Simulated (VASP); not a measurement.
Wanted: the native input for a VASP 6.6.1 run.

```yaml
Task: single point
Functional: PBEsol
Potentials_or_basis: VASP PAW PBE potentials, release 64 (Ca_sv, F)
Cutoff: 520 eV
k_mesh: 9 × 9 × 9
Occupations: gaussian, width 0.15 eV
Spin: no spin polarisation
Dipole_correction: no
Further_INCAR_settings: ALGO = Normal; EDIFF = 1e-06; NBANDS = 24
```

The structure of CaF3 lies in POSCAR:

```
CaF3
1.0
   -1.8994070000      1.8994070000      3.2226830000
    1.8994070000     -1.8994070000      3.2226830000
    1.8994070000      1.8994070000     -3.2226830000
Ca F
1 3
Direct
    0.0000000000      0.0000000000      0.0000000000
    0.7500000000      0.2500000000      0.5000000000
    0.2500000000      0.7500000000      0.5000000000
    0.5000000000      0.5000000000      0.0000000000
```

The cell comes from a database or a generator and needn't be the stable form of this composition.

These files were run (other wordings do the same):

INCAR

```
PREC = Accurate ; ENCUT = 520
EDIFF = 1E-6 ; ISMEAR = 0
SIGMA = 0.15 ; LREAL = False
LASPH = True ; NELM = 100
ALGO = Normal ; ISIF = 2
LWAVE = False ; LCHARG = True
GGA = PS ; LELF = True
LVHAR = True ; NBANDS = 24
```

KPOINTS

```
Automatic mesh
0
Gamma
  9 9 9
```

Potentials or basis: VASP PAW PBE potentials, release 64 (Ca_sv, F).

The run is started by

```sh
$ cat potpaw_PBE.64/Ca_sv/POTCAR potpaw_PBE.64/F/POTCAR > POTCAR
$ mpirun -np 1 vasp_std > vasp.out
```

It gave:

```
Pressure               : -3.6 GPa
Band gap on the k mesh : none (metal or under the smearing width)
```

Caveat: the PAW data sets were made with another functional, which shifts forces and pressure a little; an odd number of electrons without spin polarisation forces a metal; a magnetic or distorted state may lie lower.

It took 81 s on 1 thread of Intel(R) Xeon(R) Platinum 8488C (Sapphire Rapids), with other jobs on the host, peak memory 0.22 GiB.
